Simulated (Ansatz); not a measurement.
# ZnS (Wurtzite-2H) (P6_3mc) in Ansatz: reference runs

How does ZnS (Wurtzite-2H) come out in PBE? The cell is run as given and disturbed.

All numbers are computed with Ansatz 0.2.0; they aren't measurements. Logs are shortened: lines on timing, memory, paths and dates and some standing lists are left out, and cuts for length are marked.

**Experimental background.**

From a printed reference work, monograph, for a bulk crystal of ZnS at 4 K: band gap 3.911 eV (direct).

The results are compared with them further down.

## 1. The structure

The structure is hexagonal, space group P6_3mc (No. 186). The conventional cell has a = 3.811 Å, b = 3.811 Å, c = 6.234 Å, α = 90.00°, β = 90.00°, γ = 120.00°. Around Zn (site symmetry 3m) lie 4 S at 2.31 to 2.40 Å. S (site symmetry 3m) is surrounded by 4 Zn at 2.31 to 2.40 Å.

## 2. Single point, PBE

The input, input.yaml:

```yaml
crystal:
  lattice:
    - [3.811, 0.0, 0.0]
    - [-1.9055, 3.3004228138, 0.0]
    - [0.0, 0.0, 6.234]
  atoms:
    - { symbol: Zn, position: [0.6666666667, 0.3333333333, 0.5] }
    - { symbol: Zn, position: [0.3333333333, 0.6666666667, 0.0] }
    - { symbol: S, position: [0.6666666667, 0.3333333333, 0.885] }
    - { symbol: S, position: [0.3333333333, 0.6666666667, 0.385] }
kpoints:
  mp_grid: { grid: [8, 8, 5] }
scf:
  occupations: { method: fermi_dirac, width: 0.05 }
hamiltonian:
  xc: pbe
  pseudopotentials: { kind: all_electron, lapw: { basis_error: 0.001 } }
output:
  forces: true
  stress: true
  eigenvalues: true
  populations: true
```

Potentials or basis: all-electron LAPW, scalar-relativistic.

Run with:

```console
$ ansatz run input.yaml --threads 2 --pin off --max-ram 6144MiB --backend cpu --events-out ev --progress --plain --runs-dir out
```

What it wrote:

```text
Warning: RAYON_NUM_THREADS=2 ignored (pool sized by the plan → 2); use --threads N
Zn: projections on atomic orbitals take those of the free atom 1s2 2s2 2p6 3s2 3p6 3d10 4s2, of charge +0.00 (hamiltonian.pseudopotentials.projection_atoms)
S: projections on atomic orbitals take those of the free atom 1s2 2s2 2p6 3s2 3p4, of charge +0.00 (hamiltonian.pseudopotentials.projection_atoms)
LAPW: plane waves up to 8.700 Å⁻¹, error target 1.0e-3 eV per atom; small_component_spin mean_spin; S in spheres of 1.027 Å, 14 of its electrons in bands, Dirac shells []; Zn in spheres of 1.287 Å, 20 of its electrons in bands, Dirac shells [] (how accurate: hamiltonian.pseudopotentials.lapw.basis_error, Limitations)
Engine: ansatz 0.2.0, aarch64-unknown-linux-gnu
Pseudopotentials: kind: all_electron
Pseudopotential: Zn, LAPW, valence charge 20, lapw/all_electron/scalar/gaussian/Zn, Koelling and Harmon's equation, gaussian nucleus
Pseudopotential: S, LAPW, valence charge 14, lapw/all_electron/scalar/gaussian/S, Koelling and Harmon's equation, gaussian nucleus
Functional definition: PBE
  parameter kappa = 0.804
  parameter beta = 0.06672455060314922
  exchange = pbe_x(kappa = kappa, mu = beta*pi^2/3)
  correlation = pbe_c(beta = beta)
Crystal: 4 atoms, lattice volume = 78.411 Å³
Basis set: ecut = 288.3618202730317 eV, 869 PW (Γ), exchange–correlation at level 2
Bands: 41, of which v1, the nominal top of the filled ones, is band 34 counted from 1 (33 counted from 0)
Symmetry: 12 space group operations
Space group: P63mc (ITA 186), of the structure as read, at distance tolerance 4.3e-5 Å
k-points: 30 of 320 (time reversal used)
Non-local potential: Zn, projectors of the file, none
Non-local potential: S, projectors of the file, none
Initial density: superposition of atomic densities (chi_scale 0.1, normalization cell, long waves kept (reshape's long-wave potential 0.00 eV rms))
Initial wavefunctions: plane waves of lowest kinetic energy (no species holds an atomic orbital)
Functional: x = pbe(κ = 0.804, μ = 0.2195149727645171), c = pbe(β = 0.06672455060314922)
iter 1 solved again at ethr=3.11e-3 eV; its pass at ethr=1.00e-1 eV (dr2=2.11e0 eV) is discarded
SCF iter   1: F=—  HF=-119475.488386 eV  |F-HF|=—  |Δ(HF+E_count)|=         —  Δρ=4.08e-2  dr2=2.12e0  ethr=3.11e-3  ⟨swp⟩=2.0  Hψ=8333  notcnv=0
preconditioner: auto → Resta (q_TF=auto, 2.664 Å⁻¹)  ε∞=6.0  [insulator: Δε(μ)=2.493 eV  Ē_g=11.275 eV  σ=0.050 eV  W_gap=1.00  n_scr=22 (ndim 8)  ℏωp=25.2 eV  f_vac=0.102  D(μ)=0.00/eV (n_scr^D=0)  ε∞_Penn≈6.0]
SCF iter   2: F=—  HF=-119474.791781 eV  |F-HF|=—  |Δ(HF+E_count)|=   6.97e-1  Δρ=1.86e-2  dr2=3.92e-1  ethr=3.11e-3  ⟨swp⟩=2.8  Hψ=3624  notcnv=0
SCF iter   3: F=—  HF=-119474.691447 eV  |F-HF|=—  |Δ(HF+E_count)|=   1.00e-1  Δρ=1.26e-2  dr2=1.85e-1  ethr=5.77e-4  ⟨swp⟩=2.0  Hψ=3578  notcnv=0
SCF iter   4: F=—  HF=-119474.615279 eV  |F-HF|=—  |Δ(HF+E_count)|=   7.62e-2  Δρ=5.56e-3  dr2=2.96e-2  ethr=2.72e-4  ⟨swp⟩=2.0  Hψ=3585  notcnv=0  defer=1
iter 5 solved again at ethr=2.06e-6 eV; its pass at ethr=4.35e-5 eV (dr2=1.40e-3 eV) is discarded
SCF iter   5: F=—  HF=-119474.622564 eV  |F-HF|=—  |Δ(HF+E_count)|=         —  Δρ=1.16e-3  dr2=1.40e-3  ethr=2.06e-6  ⟨swp⟩=2.0  Hψ=6104  notcnv=0
the basis was enlarged: its passes take 4.4 MiB over the memory plan, 2 of 2 planned eigensolver slots
SCF iter   6: F=—  HF=-119474.624251 eV  |F-HF|=—  |Δ(HF+E_count)|=   1.69e-3  Δρ=4.18e-4  dr2=2.16e-4  ethr=2.06e-6  ⟨swp⟩=3.0  Hψ=3529  notcnv=0
SCF iter   7: F=—  HF=-119474.624725 eV  |F-HF|=—  |Δ(HF+E_count)|=   4.73e-4  Δρ=9.66e-5  dr2=1.22e-5  ethr=3.18e-7  ⟨swp⟩=3.0  Hψ=3742  notcnv=0
SCF iter   8: F=—  HF=-119474.624756 eV  |F-HF|=—  |Δ(HF+E_count)|=   3.14e-5  Δρ=2.69e-5  dr2=8.01e-7  ethr=1.80e-8  ⟨swp⟩=3.0  Hψ=3753  notcnv=0
SCF iter   9: F=-119474.624757 eV  HF=-119474.624757 eV  |F-HF|=4.42e-8  |Δ(HF+E_count)|=   8.18e-7  Δρ=5.73e-6  dr2=3.41e-8  ethr=1.18e-9  ⟨swp⟩=3.0  Hψ=3720  notcnv=0
SCF 1 converged in 9 iterations: F = -119474.624757 eV  dr2 = 3.41e-8
SCF converged after 9 iterations
Free energy (F): -119474.624757 eV
Harris-Foulkes:  -119474.624757 eV  (|F-HF|=4.42e-8)
Internal energy: -119474.624757 eV  (E = F + TS)
E sigma→0 (E₀):  -119474.624757 eV
Fermi energy:    8.559201 eV
--- Per-component energies (eV) ---
  E_band       = -3755.400322
  E_kinetic    = 121370.539085
  E_xc         = -5298.234005
  E_electrostatic = -235546.929837  (all electrons and nuclei)
  E_smearing   = -0.000000  (= −TS)
  E_closure    = 0.000000  (closes the sum)
  E_atoms      = -119460.994694  (free atoms, spherical and without spin; not in F)
  Σ components = -119474.624757   (vs F -119474.624757, Δ=0.00e0)
  Basis errors (estimates in eV, not in F): energy 4.5e-4 per atom: plane waves 4.1e-4 (2.4e-4 summed), levels above the bands 6.7e-57, relativity 2.5e-8, radial functions 3.8e-5, core shells 1.3e-10; eigenvalues (radial functions only) 1.1e-6; not estimated: angular momenta, meshes, grids; target (lapw.basis_error) 1.0e-3; muffin-tin radii S 1.027 Å, Zn 1.287 Å
--- Forces (eV/Å), atoms counted from 1 ---
  atom   1  Zn     0.00000000    -0.00000000     0.31926639
  atom   2  Zn     0.00000000     0.00000000     0.31926639
  atom   3  S      0.00000000    -0.00000000    -0.31927799
  atom   4  S      0.00000000     0.00000000    -0.31927799
  max |Σ_I F_I| component: 2.32e-5 eV/Å
--- Stress (GPa, compression-positive) ---
        3.018468       0.000000       0.000000
        0.000000       3.018468       0.000000
        0.000000       0.000000       0.996481
  P = ⅓ Tr σ = 2.3445 GPa (23.445 kbar)
--- Band table (eV; the first three rows and the last of 30) ---
  k-point 0: bands = ["-197.2566", "-197.2566", "-142.0305", "-142.0305", "-142.0305", "-142.0305", "-142.0238", "-142.0238", "-117.4719", "-117.4718", "-71.6445", "-71.6443", "-71.6395", "-71.6395", "-71.6395", "-71.6395", "-5.7939", "-4.8705", "1.0340", "1.0340", "1.0984", "1.0984", "1.1074", "1.5148", "1.5148", "1.5948", "1.5948", "1.7545", "2.2373", "6.5430", "6.5430", "7.3884", "7.3884", "7.3996", "9.6502", "10.3947", "13.6787", "13.6787", "13.9832", "14.9865", "14.9865"]
  k-point 1: bands = ["-197.2566", "-197.2566", "-142.0305", "-142.0305", "-142.0305", "-142.0305", "-142.0238", "-142.0238", "-117.4719", "-117.4718", "-71.6444", "-71.6443", "-71.6395", "-71.6395", "-71.6395", "-71.6395", "-5.7178", "-4.9737", "1.0378", "1.0378", "1.0899", "1.0899", "1.1028", "1.4269", "1.5243", "1.5243", "1.5891", "1.5891", "2.8870", "6.6179", "6.6179", "6.6307", "7.3011", "7.3011", "10.3035", "10.5019", "13.7177", "13.7319", "13.7319", "14.7618", "14.7618"]
  k-point 2: bands = ["-197.2566", "-197.2566", "-142.0305", "-142.0305", "-142.0305", "-142.0305", "-142.0238", "-142.0238", "-117.4719", "-117.4719", "-71.6444", "-71.6443", "-71.6395", "-71.6395", "-71.6395", "-71.6395", "-5.5086", "-5.2261", "1.0501", "1.0501", "1.0699", "1.0699", "1.1100", "1.1897", "1.5474", "1.5474", "1.5721", "1.5721", "4.0029", "5.3113", "6.8192", "6.8192", "7.0796", "7.0796", "10.7791", "10.9268", "13.7732", "13.9348", "13.9348", "14.3141", "14.3141"]
  k-point 29: bands = ["-197.2566", "-197.2566", "-142.0305", "-142.0305", "-142.0305", "-142.0305", "-142.0238", "-142.0238", "-117.4718", "-117.4718", "-71.6444", "-71.6444", "-71.6397", "-71.6396", "-71.6396", "-71.6396", "-4.6360", "-4.5925", "1.1685", "1.2198", "1.2267", "1.2865", "1.4025", "1.4048", "1.5268", "1.5297", "1.8282", "1.8737", "2.5925", "2.7213", "4.2347", "4.7132", "5.9193", "6.1525", "11.8300", "12.1481", "13.4382", "13.8533", "14.5020", "15.0479", "16.8156"]
--- Löwdin populations: 4 sites ---
  site symbol       q [e]
     0     Zn     28.7201
     1     Zn     28.7201
     2      S     17.0687
     3      S     17.0687
  spilling = 0.004592 (of n_electrons = 92.000000)
```

Wall time 26 s (2 threads of Arm Neoverse V1, shared host); peak memory 0.42 GiB.

Results:

| Item | Value |
| --- | --- |
| Free energy | -119474.6248 eV |
| Pressure | 2.3 GPa |
| Largest force | 0.319 eV/Å |
| Band gap on the k mesh | 2.25 eV, direct |
| Loewdin charges | Zn +1.28; S -1.07 e |

Forces in eV/Å, atoms in the order of the input:
```
Zn   0.000  0.000  0.319
Zn   0.000  0.000  0.319
S    0.000  0.000 -0.319
S    0.000  0.000 -0.319
```

Levels at points of the mesh, in eV from the valence-band top:
```tsv
k point	band 32	band 33	band 34	band 35	band 36	band 37
(0.00, 0.00, 0.00)	-0.01	-0.01	0.00	2.25	3.00	6.28
(0.00, -0.50, 0.00)	-2.25	-1.56	-0.98	3.61	4.26	5.17
```

Caveat: the atomic charges don't sum to the cell's charge.

## 3. Single point, PBE (atoms moved at random, drawn with an rms of 0.05 Å)

The input, input.yaml:

```yaml
crystal:
  lattice:
    - [3.811, 0.0, 0.0]
    - [-1.9055, 3.3004228138, 0.0]
    - [0.0, 0.0, 6.234]
  atoms:
    - { symbol: Zn, position: [0.666397, 0.331546, 0.500241] }
    - { symbol: Zn, position: [0.332568, 0.688083, 0.005596] }
    - { symbol: S, position: [0.681335, 0.34264, 0.879891] }
    - { symbol: S, position: [0.323627, 0.666586, 0.389944] }
kpoints:
  mp_grid: { grid: [8, 8, 5] }
scf:
  occupations: { method: fermi_dirac, width: 0.05 }
hamiltonian:
  xc: pbe
  pseudopotentials: { kind: all_electron, lapw: { basis_error: 0.001 } }
output:
  forces: true
  stress: true
  eigenvalues: true
  populations: true
```

Potentials or basis: all-electron LAPW, scalar-relativistic.

Run with:

```console
$ ansatz run input.yaml --threads 2 --pin off --max-ram 6144MiB --backend cpu --events-out ev --progress --plain --runs-dir out
```

Run time: 2.5 min. Hardware: 2 threads of Arm Neoverse V1, shared host; peak memory 1 GiB.

It converged, with:

```yaml
Free_energy: -119474.5935 eV
Pressure: 2.5 GPa
Largest_force: 0.658 eV/Å
Band_gap_on_the_k_mesh: 2.19 eV, direct
Loewdin_charges: Zn +1.29, +1.27; S -1.07, -1.06 e
```

Forces in eV/Å, atoms in the order of the input:
```
Zn  -0.251  0.020  0.329
Zn   0.411 -0.195  0.186
S   -0.466  0.152  0.066
S    0.306  0.023 -0.582
```

Stress tensor (GPa, compression positive):
```
 2.70  1.46  0.19
 1.46  3.29 -0.17
 0.19 -0.17  1.40
```

Levels at points of the mesh, in eV from the valence-band top:
```tsv
k point	band 31	band 32	band 33	band 34	band 35	band 36	band 37	band 38
(0.00, 0.00, 0.00)	-0.80	-0.10	-0.06	0.00	2.19	2.99	6.17	6.32
(0.00, -0.50, 0.00)	-3.22	-2.28	-1.65	-0.97	3.62	4.21	5.03	7.01
(-0.50, 0.00, 0.00)	-3.15	-2.29	-1.75	-0.98	3.61	4.32	5.32	7.01
(-0.50, -0.50, 0.00)	-3.33	-2.31	-1.49	-1.00	3.49	4.11	4.99	6.97
```

Caveat: the atomic charges don't sum to the cell's charge.

## 4. Comparison with measurements

Step 2. Measured gap of ZnS: 3.911 eV (direct; 4 K; a printed reference work, monograph). This calculation gives 2.25 eV (-1.66 eV). The value is that of PBE, without temperature or zero-point motion. Semilocal functionals fall short of measured gaps as a rule.
